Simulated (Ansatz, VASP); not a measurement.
## Ta in VASP and in Ansatz

INCAR

```
ALGO = Fast
EDIFF = 1E-6
ENCUT = 520
GGA = CA
ISIF = 2
ISMEAR = 0
LASPH = T
LCHARG = F
LREAL = F
LWAVE = F
NBANDS = 12
NELM = 100
PREC = Accurate
SIGMA = 0.15
```

Contents of KPOINTS:

```
k-points
0
Gamma
  20 20 20
```

File POSCAR:

```
Ta
1.0
   -1.6017416000      1.6017416000      1.6760492000
    1.6017416000     -1.6017416000      1.6760492000
    1.6017416000      1.6017416000     -1.6760492000
Ta
1
Direct
    0.0000000000      0.0000000000      0.0000000000
```

Input for Ansatz:

```yaml
crystal:
  lattice:
    - [-1.6017416, 1.6017416, 1.6760492]
    - [1.6017416, -1.6017416, 1.6760492]
    - [1.6017416, 1.6017416, -1.6760492]
  atoms:
    - { symbol: Ta, position: [0.0, 0.0, 0.0] }
basis:
  ecutwfc: 420
kpoints:
  mp_grid: { grid: [20, 20, 20] }
hamiltonian:
  xc: lda
scf:
  occupations: { method: gaussian, width: 0.15 }
output:
  forces: true
  stress: true
  eigenvalues: true
```

Change from the starting cell: strain -0.030 along x and y, +0.015 along z, atoms carried along.

Alike in both runs: task single point; functional LDA; k mesh 20 × 20 × 20; occupations gaussian, width 0.15 eV; no spin polarisation.

|  | VASP | Ansatz |
| --- | --- | --- |
| version | VASP 6.6.1 | Ansatz 0.2.0 |
| potentials or method | VASP PAW LDA potentials, release 64 (Ta_pv) | scalar-relativistic, plane waves, PAW |
| plane-wave cutoff (eV) | 520 | 420 |
| valence electrons in the cell | 11 | 13 |

|  | VASP | Ansatz | Ansatz less VASP |
| --- | --- | --- | --- |
| gap on the k mesh at the Fermi level (eV) | none | none | - |
| pressure (GPa) | 1.4 | 0.5 | -0.89 |
| largest component of the traceless stress (GPa) | 3.84 | 3.82 | -0.011 |

A gap of «none» marks a metal or a gap that the smearing closes. The two sets of potentials don't hold the same shells in valence.

The runs have no spin-orbit coupling, so splittings on Ta are missing.
